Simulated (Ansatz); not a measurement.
ZrS2 (P-3m1) from a database of computed structures (r2SCAN+rVV10 geometry), in Ansatz:

```xyz
3
Lattice="3.6744 0.0000 0.0000 -1.8372 3.1821 0.0000 0.0000 0.0000 5.8571" Properties=species:S:1:pos:R:3 pbc="T T T"
Zr    0.0000    0.0000    0.0000
S     1.8372    1.0607    4.4149
S     0.0000    2.1214    1.4422
```

G0W0@PBE with 507 empty bands, a screening cutoff of 220 eV and a 6×6×4 mesh (PAW, contour deformation) gives 1.797 eV over the mesh points, from a PBE gap of 0.882 eV; it sums over 519 bands with 537 plane waves in the screening and a wave cutoff of 420 eV. G0W0 values are finite-basis, finite-mesh values. The values are computed, spin-unpolarised, and not measurements.

(1) Estimate the gap with empty bands 932, screening cutoff 300 eV.

(2) Estimate the gap with potentials of the kind norm-conserving.

(3) Estimate the gap with frequency model Godby-Needs pole.

(4) Estimate the gap with starting point HSE06.

Answers

(1) 1.804 eV (+0.007 eV), from a Kohn-Sham gap of 0.882 eV.

(2) 1.769 eV (-0.028 eV), from a Kohn-Sham gap of 0.885 eV.

(3) 1.766 eV (-0.031 eV), from a Kohn-Sham gap of 0.882 eV.

(4) 2.106 eV (+0.309 eV), from a Kohn-Sham gap of 1.677 eV.
